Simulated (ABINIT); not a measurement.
**PbS: single point with PBE**

Crystal: PbS.

```
Pb S
1.0
     2.11266    1.21975    3.45192
    -2.11266    1.21975    3.45192
     0.00000   -2.43949    3.45192
Pb S
1 1
Direct
  0.98057 0.98057 0.98057
  0.47504 0.47504 0.47504
```

The cell is a database's computed one.

```
Program             : ABINIT 10.8.3 (patched build)
Task                : single point
Functional          : PBE
Potentials or basis : JTH PAW PBE v2.0
Cutoff              : 599 eV
k mesh              : 8 × 8 × 8
Occupations         : fermi-dirac, width 0.05 eV
Spin                : no spin polarisation
```

* Pressure: 1.0 GPa
* Largest force: 0.019 eV/Å
* Band gap on the k mesh: 0.46 eV, direct
* Valence electrons inside the program's atomic spheres: Pb 11.31; S 3.53

Forces in eV/Å, atoms in the order of the input:
```
Pb   0.000  0.000 -0.019
S    0.000  0.000  0.019
```

Levels at points of the mesh, in eV from the valence-band top:
```csv
k point,band 7,band 8,band 9,band 10,band 11,band 12,band 13,band 14
"(0.00, 0.00, 0.00)",-6.05,-2.03,-2.03,-2.03,5.14,5.16,5.16,6.82
"(0.50, 0.00, 0.00)",-8.69,-1.66,-1.66,0.00,0.46,2.04,2.05,8.67
"(0.50, 0.50, 0.00)",-7.15,-4.97,-3.27,-3.26,3.98,5.53,5.63,5.65
"(0.50, 0.50, 0.50)",-8.68,-1.65,-1.65,-0.03,0.49,2.04,2.04,8.67
```

Run time: 56 s on 1 thread of Arm Neoverse V2, on a shared host, peak memory 0.16 GiB.

Caveat: spin-orbit coupling is left out, which as a rule narrows the gap of such compounds by several tenths of an eV. A k mesh can miss the band edges.
